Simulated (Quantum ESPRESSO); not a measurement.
# Pd under changes of volume

One of the cells (14.750 Å³/atom); the others are scaled copies at fixed shape and fractional positions:

```xyz
1
Lattice="0.0000 1.9465 1.9465 1.9465 0.0000 1.9465 1.9465 1.9465 0.0000" Properties=species:S:1:pos:R:3 pbc="T T T"
Pd    0.0000    0.0000    0.0000
```

```yaml
Program: Quantum ESPRESSO 7.5
Functional: r2SCAN
Potentials_or_basis: SG15 PBE 1.2
Cutoff: 952 eV
Density_cutoff: 3810 eV
k_mesh: 9 × 9 × 9
Occupations: fermi-dirac, width 0.05 eV
Spin: no spin polarisation
```

```tsv
volume (Å³/atom)	energy over the lowest point (meV/atom)	pressure (GPa)
13.865	39.26	14.9
14.160	?	?
14.455	4.48	4.7
14.750	0.00	0.5
15.045	2.75	-3.1
15.340	11.83	-6.3
15.635	26.45	-9.1
```

Question: What does the run at 14.160 Å³/atom give?

Answer: Energy over the lowest point 17.18 meV/atom; pressure 9.5 GPa.

Worked out: A Birch-Murnaghan fit of order 3 (a polynomial in V^(-2/3)) to the other rows has its minimum at 14.78 Å³/atom with B0 = V·E''(V) = 194 GPa and B' = 5.6. It gives 17.18 meV/atom at 14.160 Å³/atom, against the run's 17.18, and -dE/dV = 9.3 GPa, against 9.5.

Energies are extrapolated to zero smearing.

Caveats: the potentials were made for another functional, which shifts forces and pressure.
